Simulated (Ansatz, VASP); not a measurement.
This is a calculation of CdSe (Cadmoselite) for Ansatz 0.2.0. 

The input input.yaml:

```yaml
crystal:
  lattice:
    - [4.3, 0.0, 0.0]
    - [-2.15, 3.7239092363, 0.0]
    - [0.0, 0.0, 7.02]
  atoms:
    - { symbol: Cd, position: [0.6666666667, 0.3333333333, 0.5] }
    - { symbol: Cd, position: [0.3333333333, 0.6666666667, 0.0] }
    - { symbol: Se, position: [0.6666666667, 0.3333333333, 0.885] }
    - { symbol: Se, position: [0.3333333333, 0.6666666667, 0.385] }
kpoints:
  mp_grid: { grid: [7, 7, 4] }
scf:
  occupations: { method: fermi_dirac, width: 0.05 }
hamiltonian:
  xc: pbe
  pseudopotentials: { kind: all_electron, lapw: { basis_error: 0.001 } }
output:
  forces: true
  stress: true
  eigenvalues: true
  populations: true
```

Potentials or basis: all-electron LAPW, scalar-relativistic.

Command:

```console
$ ansatz run input.yaml --threads 2 --pin off --max-ram 6144MiB --backend cpu --events-out ev --progress --plain --runs-dir out
```

Q: Set up the same calculation for VASP 6.6.1. Potentials or basis there: PBE PAW files Cd, Se, 520 eV.

A: As run (cutoffs and basis follow the program's own potentials, and thresholds, step limits or extra output files can differ):

File INCAR:

```
PREC     = Accurate       # precision mode
ENCUT    = 520            # plane-wave cutoff, eV
EDIFF    = 1E-7           # SCF threshold, eV
ISMEAR   = -1             # smearing method
SIGMA    = 0.05           # smearing width, eV
LREAL    = False          # projectors in reciprocal space
LASPH    = True           # aspherical terms in the spheres
NELM     = 100            # most SCF steps
ALGO     = Normal         # electronic algorithm
ISIF     = 2              # what is computed and relaxed
LWAVE    = False          # write WAVECAR
LCHARG   = False          # write CHGCAR
GGA      = PE             # functional
NBANDS   = 26             # bands
```

Contents of KPOINTS:

```
Automatic mesh
0
Gamma
  7 7 4
```

Contents of POSCAR:

```
CdSe
1.0
    4.3000000000      0.0000000000      0.0000000000
   -2.1500000000      3.7239092363      0.0000000000
    0.0000000000      0.0000000000      7.0200000000
Cd Se
2 2
Direct
    0.6666666667      0.3333333333      0.5000000000
    0.3333333333      0.6666666667      0.0000000000
    0.6666666667      0.3333333333      0.8850000000
    0.3333333333      0.6666666667      0.3850000000
```

Potentials or basis: VASP PAW PBE potentials, release 64 (Cd, Se).

Run with:

```sh
$ cat potpaw_PBE.64/Cd/POTCAR potpaw_PBE.64/Se/POTCAR > POTCAR
$ mpirun -np 1 vasp_std > vasp.out
```

Both were run:

|  | Ansatz | VASP |
| --- | --- | --- |
| Pressure | 3.0 GPa | 3.3 GPa |
| Largest force | 0.283 eV/Å | 0.291 eV/Å |

Where Ansatz's input types no cutoff or centring, it takes its own default and a Γ-centred mesh.

Pressure is positive in compression.
